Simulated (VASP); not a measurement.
# SnTe (Fm-3m) in VASP: notebook

Runs on SnTe. Level: PBEsol. Tasks: relaxation of cell and atoms.

Everything below comes from runs of VASP 6.6.1. Logs are shortened: lines on timing, memory, paths and dates and some standing lists are left out, and cuts for length are marked.

### 1 Starting point

The structure is cubic, space group Fm-3m (No. 225). The conventional cell has a = 6.302 Å, b = 6.302 Å, c = 6.302 Å, α = 90.00°, β = 90.00°, γ = 90.00°. Sn (site symmetry m-3m) is surrounded by 6 Te at 3.15 Å. Around Te (site symmetry m-3m) lie 6 Sn at 3.15 Å.

### 2 Relaxation of cell and atoms, PBEsol

Contents of INCAR:

```
ALGO     = Fast           # electronic algorithm
EDIFF    = 1E-7           # SCF threshold, eV
EDIFFG   = -0.002         # ionic threshold
ENCUT    = 520            # plane-wave cutoff, eV
GGA      = PS             # functional
IBRION   = 2              # ionic algorithm
ISIF     = 3              # what is computed and relaxed
ISMEAR   = 0              # smearing method
KPAR     = 4            
LASPH    = T              # aspherical terms in the spheres
LCHARG   = F              # write CHGCAR
LREAL    = F              # projectors in reciprocal space
LWAVE    = F              # write WAVECAR
NELM     = 80             # most SCF steps
NSW      = 80             # ionic steps
PREC     = Accurate       # precision mode
SIGMA    = 0.02           # smearing width, eV
```

Contents of KPOINTS:

```
k-points
0
Gamma
  8 8 8
```

Contents of POSCAR:

```
SnTe
1.0
    0.0000000000      3.1508500000      3.1508500000
    3.1508500000      0.0000000000      3.1508500000
    3.1508500000      3.1508500000      0.0000000000
Sn Te
1 1
Direct
    0.0000000000      0.0000000000      0.0000000000
    0.5000000000      0.5000000000      0.5000000000
```

Potentials or basis: VASP PAW PBE potentials, release 64 (Sn_d, Te).

On the command line:

```console
$ cat potpaw_PBE.64/Sn_d/POTCAR potpaw_PBE.64/Te/POTCAR > POTCAR
$ mpirun -np 4 vasp_std > vasp.out
```

OUTCAR:

```text
EDIFF = 1E-7
   EDIFFG = -0.002
   ENCUT = 520
   GGA = PS
   IBRION = 2
   ISIF = 3
   ISMEAR = 0
   LASPH = T
   LREAL = F
   NELM = 80
   NSW = 80
   PREC = Accurate

 ion  position               nearest neighbor table
   1  0.000  0.000  0.000-   2 3.15   2 3.15   2 3.15   2 3.15   2 3.15   2 3.15
   2  0.500  0.500  0.500-   1 3.15   1 3.15   1 3.15   1 3.15   1 3.15   1 3.15

  LATTYP: Found a face centered cubic cell.
 ALAT       =     6.3017000000

  Lattice vectors:

 A1 = (   0.0000000000,   3.1508500000,   3.1508500000)
 A2 = (   3.1508500000,   0.0000000000,   3.1508500000)
 A3 = (   3.1508500000,   3.1508500000,   0.0000000000)

Analysis of symmetry for initial positions (statically):
=====================================================================
 Subroutine PRICEL returns:
 Original cell was already a primitive cell.

 Routine SETGRP: Setting up the symmetry group for a
 face centered cubic supercell.

 Subroutine GETGRP returns: Found 48 space group operations
 (whereof 48 operations were pure point group operations)
 out of a pool of 48 trial point group operations.

The static configuration has the point symmetry O_h .

Analysis of symmetry for dynamics (positions and initial velocities):
=====================================================================
 Subroutine PRICEL returns:
 Original cell was already a primitive cell.

 Routine SETGRP: Setting up the symmetry group for a
 face centered cubic supercell.

 Subroutine GETGRP returns: Found 48 space group operations
 (whereof 48 operations were pure point group operations)
 out of a pool of 48 trial point group operations.

The dynamic configuration has the point symmetry O_h .

 Subroutine INISYM returns: Found 48 space group operations
 (whereof 48 operations are pure point group operations),
 and found     1 'primitive' translations

----------------------------------------------------------------------------------------

                                     Primitive cell

  volume of cell :      62.5624

  direct lattice vectors                    reciprocal lattice vectors
     0.000000000  3.150850000  3.150850000    -0.158687338  0.158687338  0.158687338
     3.150850000  0.000000000  3.150850000     0.158687338 -0.158687338  0.158687338
     3.150850000  3.150850000  0.000000000     0.158687338  0.158687338 -0.158687338

  length of vectors
     4.455974803  4.455974803  4.455974803     0.274854533  0.274854533  0.274854533

  position of ions in fractional coordinates (direct lattice)
     0.000000000  0.000000000  0.000000000
     0.500000000  0.500000000  0.500000000

  ion indices of the primitive-cell ions
   primitive index   ion index
                 1           1
                 2           2

----------------------------------------------------------------------------------------

 KPOINTS: k-points

Automatic generation of k-mesh.
 Grid dimensions read from file:
 generate k-points for:    8    8    8

 Generating k-lattice:

  Cartesian coordinates                     Fractional coordinates (reciprocal lattice)
    -0.019835917  0.019835917  0.019835917     0.125000000  0.000000000  0.000000000
     0.019835917 -0.019835917  0.019835917     0.000000000  0.125000000  0.000000000
     0.019835917  0.019835917 -0.019835917     0.000000000  0.000000000  0.125000000

  Length of vectors
     0.034356817  0.034356817  0.034356817

  Shift w.r.t. Gamma in fractional coordinates (k-lattice)
     0.000000000  0.000000000  0.000000000

 Subroutine IBZKPT returns following result:
 ===========================================

 Found     29 irreducible k-points:

 Following reciprocal coordinates:
            Coordinates               Weight
  0.000000  0.000000  0.000000      1.000000
  0.125000  0.000000  0.000000      8.000000
  0.250000  0.000000  0.000000      8.000000
  0.375000  0.000000  0.000000      8.000000
  0.500000  0.000000  0.000000      4.000000
  0.125000  0.125000  0.000000      6.000000
[... 16 lines left out ...]
  0.500000  0.250000  0.125000     48.000000
 -0.375000  0.250000  0.125000     24.000000
 [... further k-points ...]
   k-points           NKPTS =     29   k-points in BZ     NKDIM =     29   number of bands    NBANDS=     14
   number of dos      NEDOS =    301   number of ions     NIONS =      2
   total plane-waves  NPLWV =  46656
   dimension x,y,z NGX =    36 NGY =   36 NGZ =   36
   dimension x,y,z NGXF=    72 NGYF=   72 NGZF=   72
   ions per type =               1   1
   NGX,Y,Z   is equivalent  to a cutoff of  13.43, 13.43, 13.43 a.u.
   NGXF,Y,Z  is equivalent  to a cutoff of  26.86, 26.86, 26.86 a.u.
 SYSTEM =  unknown system
   PREC   = accura    normal or accurate (medium, high low for compatibility)
   ISTART =      0    job   : 0-new  1-cont  2-samecut
   ICHARG =      2    charge: 1-file 2-atom 10-const
   ISPIN  =      1    spin polarized calculation?
   LNONCOLLINEAR =      F non collinear calculations
   LSORBIT =      F    spin-orbit coupling
   LASPH  =      T    aspherical Exc in radial PAW
   ENCUT  =  520.0 eV  38.22 Ry    6.18 a.u.   8.29  8.29  8.29*2*pi/ulx,y,z
   NELM   =     80;   NELMIN=  2; NELMDL= -5     # of ELM steps
   EDIFF  = 0.1E-06   stopping-criterion for ELM
   LREAL  =      F    real-space projection
   EDIFFG = -.2E-02   stopping-criterion for IOM
   NSW    =     80    number of steps for IOM
   IBRION =      2    ionic relax: 0-MD 1-quasi-New 2-CG
   NFREE  =      1    steps in history (QN), initial steepest desc. (CG)
   ISIF   =      3    stress and relaxation
   ISYM   =      2    0-nonsym 1-usesym 2-fastsym
   POTIM  = 0.5000    time-step for ionic-motion
   TEBEG  =    0.0;   TEEND  =   0.0 temperature during run
   PSTRESS=    0.0 pullay stress
   NELECT =      20.0000    total number of electrons
   NUPDOWN=      -1.0000    fix difference up-down
   EMIN   =  10.00;   EMAX   =-10.00  energy-range for DOS
   EFERMI =   0.00;   METHOD = LEGACY
   ISMEAR =     0;   SIGMA  =   0.02  broadening in eV -4-tet -1-fermi 0-gaus
   EFERMI_NEDOS =   21; number of points for ismear=-14 and -15
   IALGO  =     68    algorithm
   IMIX   =      4    mixing-type and parameters
     AMIX     =   0.40;   BMIX     =  1.00
     AMIX_MAG =   1.60;   BMIX_MAG =  1.00
  volume/ion in A,a.u.               =      31.28       211.10
  Fermi-wavevector in a.u.,A,eV,Ry     =   1.119387  2.115336 17.048485  1.253028
  Thomas-Fermi vector in A             =   2.256026
   LORBIT       =      0    0 simple, 1 ext, 2 COOP (PROOUT), +10 PAW based schemes
   GGA     = PS    functional components
   LHFCALC =     F    Hartree Fock is set to
   AEXX    =    0.0000 exact exchange contribution
   IVDW    =     0    specifies the selected vdW correction
   LEPSILON=     F    determine dielectric tensor
   LRPA    =     F    only Hartree local field effects (RPA)
 conjugate gradient relaxation of ions
 non-spin polarized calculation
 RMM-DIIS sequential band-by-band and
 Gauss-broadening in eV      SIGMA  =   0.02
  energy-cutoff  :      520.00
  volume of cell :       62.56
 maximum number of plane-waves:      1708
 NGX is ok and might be reduce to    36
   NGX = 17   NGY = 17   NGZ = 17

--------------------------------------- Ionic step        1  -------------------------------------------

 number of electron      19.9999998 magnetization

 Free energy of the ion-electron system (eV)
  ---------------------------------------------------
  ext. energy  EPLUGINS =         0.00000000
  ---------------------------------------------------
  free energy    TOTEN  =        -8.33764768 eV

  energy without entropy =       -8.33764768  energy(sigma->0) =       -8.33764768

------------------------ aborting loop because EDIFF is reached ----------------------------------------

  FORCE on cell =-STRESS in cart. coord.  units (eV):
  Direction    XX          YY          ZZ          XY          YZ          ZX
  --------------------------------------------------------------------------------------
  -------------------------------------------------------------------------------------
  Total       -0.1138215     -0.1138215     -0.1138215      0.0000000      0.0000000      0.0000000
  in kB       -2.9148876     -2.9148876     -2.9148876      0.0000000      0.0000000      0.0000000
  external PRESSURE =      -2.9148876 kB  Pullay stress =       0.0000000 kB
[... 57 lines left out ...]
  energy  without entropy=       -8.3379559233  energy(sigma->0) =       -8.33795592

--------------------------------------- Ionic step        3  -------------------------------------------

 number of electron      19.9999998 magnetization

 Free energy of the ion-electron system (eV)
  ---------------------------------------------------
  ext. energy  EPLUGINS =         0.00000000
  ---------------------------------------------------
  free energy    TOTEN  =        -8.33799679 eV

  energy without entropy =       -8.33799679  energy(sigma->0) =       -8.33799679

 E-fermi :   6.9048     XC(G=0):  -9.6813

 val. band max:        6.8250626993   @ k =   0.5000   0.0000   0.0000
 cond. band min:       6.9854796304   @ k =   0.5000   0.0000   0.0000
 fundamental gap:      0.1604169311
 Fermi energy:         6.9047993430

 k-point     1 :       0.0000    0.0000    0.0000
  band No.  band energies     occupation
      1     -14.9097      2.00000
      2     -14.9097      2.00000
      3     -14.9023      2.00000
      4     -14.9023      2.00000
      5     -14.9023      2.00000
      6      -5.9849      2.00000
      7       2.1916      2.00000
      8       4.7320      2.00000
      9       4.7320      2.00000
     10       4.7320      2.00000
     11      10.2249      0.00000
     12      10.2249      0.00000
     13      10.2249      0.00000
     14      11.5853      0.00000
[... 375 lines left out ...]
 k-point    24 :      -0.3750    0.2500    0.1250
  band No.  band energies     occupation
      1     -14.9187      2.00000
      2     -14.9123      2.00000
      3     -14.8993      2.00000
      4     -14.8970      2.00000
      5     -14.8936      2.00000
      6      -4.4945      2.00000
      7      -1.1338      2.00000
      8       3.0681      2.00000
      9       3.4605      2.00000
     10       5.9428      2.00000
     11       7.3505      0.00000
     12       9.7948      0.00000
     13      10.4742      0.00000
     14      12.8358      0.00000

 [... further k-points ...]

------------------------ aborting loop because EDIFF is reached ----------------------------------------

  FORCE on cell =-STRESS in cart. coord.  units (eV):
  Direction    XX          YY          ZZ          XY          YZ          ZX
  --------------------------------------------------------------------------------------
  -------------------------------------------------------------------------------------
  Total       -0.0016342     -0.0016342     -0.0016342      0.0000000      0.0000000     -0.0000000
  in kB       -0.0421091     -0.0421091     -0.0421091      0.0000000      0.0000000     -0.0000000
  external PRESSURE =      -0.0421091 kB  Pullay stress =       0.0000000 kB
[... 17 lines left out ...]
  FREE ENERGIE OF THE ION-ELECTRON SYSTEM (eV)
  ---------------------------------------------------
  free  energy   TOTEN  =        -8.3379967852 eV

  energy  without entropy=       -8.3379967852  energy(sigma->0) =       -8.33799679

 reached required accuracy - stopping structural energy minimisation
```

It took 16 s on 4 MPI ranks of AMD EPYC 9R45 (Zen 5), shared host; peak memory 0.2 GiB.

Results:

```
Free energy                            : -8.3380 eV
Relaxed volume                         : 31.09 Å³/atom
Relaxed cell                           : a = 4.447 Å, b = 4.447 Å, c = 4.447 Å, α = 60.00°, β = 60.00°, γ = 60.00°
Space group after relaxing (to 0.05 Å) : Fm-3m (No. 225)
Energy gained by relaxing              : 0.2 meV/atom
Ionic steps                            : 3
Pressure after relaxing                : 0.0 GPa
Band gap on the k mesh                 : 0.16 eV, direct
```

Step by step:
| step | energy change (eV) | largest force (eV/Å) | pressure (GPa) | volume (Å³) |
| --- | --- | --- | --- | --- |
| 1 | 0.0000 | 0.0000 | -0.29 | 62.56 |
| 2 | -0.0003 | 0.0000 | 0.10 | 62.05 |
| 3 | -0.0003 | 0.0000 | 0.00 | 62.18 |

Final structure:
```
CELL_PARAMETERS angstrom
0.00000 3.14442 3.14442
3.14442 0.00000 3.14442
3.14442 3.14442 0.00000
ATOMIC_POSITIONS crystal
Sn 0.00000 0.00000 0.00000
Te 0.50000 0.50000 0.50000
```

Caveat: the PAW data sets were made with another functional, which shifts forces and pressure a little; spin-orbit coupling is left out, which moves the levels of the heavy elements.

### 3 Relaxation of cell and atoms, PBEsol

This run uses another cell than the first one, of 31.09 Å³/atom, 0.994 times its volume.

INCAR is that of step 2.

KPOINTS is that of step 2.

Contents of POSCAR:

```
SnTe                                    
1.0
    0.0000000000      3.1444180043      3.1444180043
    3.1444180043      0.0000000000      3.1444180043
    3.1444180043      3.1444180043      0.0000000000
  Sn              Te            
     1     1
Direct
     0.0000000000000000    0.0000000000000000    0.0000000000000000
     0.5000000000000000    0.5000000000000000    0.5000000000000000
```

Potentials or basis: VASP PAW PBE potentials, release 64 (Sn_d, Te).

On the command line:

```console
$ cat potpaw_PBE.64/Sn_d/POTCAR potpaw_PBE.64/Te/POTCAR > POTCAR
$ mpirun -np 4 vasp_std > vasp.out
```

Wall time 8.2 s (4 MPI ranks of AMD EPYC 9R45 (Zen 5), shared host); peak memory 0.19 GiB.

The run converged. Its results:

```yaml
Free_energy: -8.3379 eV
Pressure_after_relaxing: 0.0 GPa
Band_gap_on_the_k_mesh: 0.16 eV, direct
```

Final structure:
```xyz
2
Lattice="0.0000 3.1444 3.1444 3.1444 0.0000 3.1444 3.1444 3.1444 0.0000" Properties=species:S:1:pos:R:3 pbc="T T T"
Sn    0.0000    0.0000    0.0000
Te    3.1444    3.1444    3.1444
```

Levels at points of the mesh, in eV from the valence-band top:
| k point | band 7 | band 8 | band 9 | band 10 | band 11 | band 12 | band 13 | band 14 |
| --- | --- | --- | --- | --- | --- | --- | --- | --- |
| (0.00, 0.00, 0.00) | -4.63 | -2.09 | -2.09 | -2.09 | 3.40 | 3.40 | 3.40 | 4.76 |
| (0.50, 0.00, 0.00) | -8.34 | -1.75 | -1.75 | 0.00 | 0.16 | 0.39 | 0.39 | 7.79 |
| (0.50, 0.50, 0.00) | -6.44 | -5.59 | -3.72 | -3.72 | 2.13 | 5.00 | 5.00 | 6.47 |

Caveat: the relaxation stopped at its first step, so nothing moved; the PAW data sets were made with another functional, which shifts forces and pressure a little; spin-orbit coupling is left out, which moves the levels of the heavy elements.
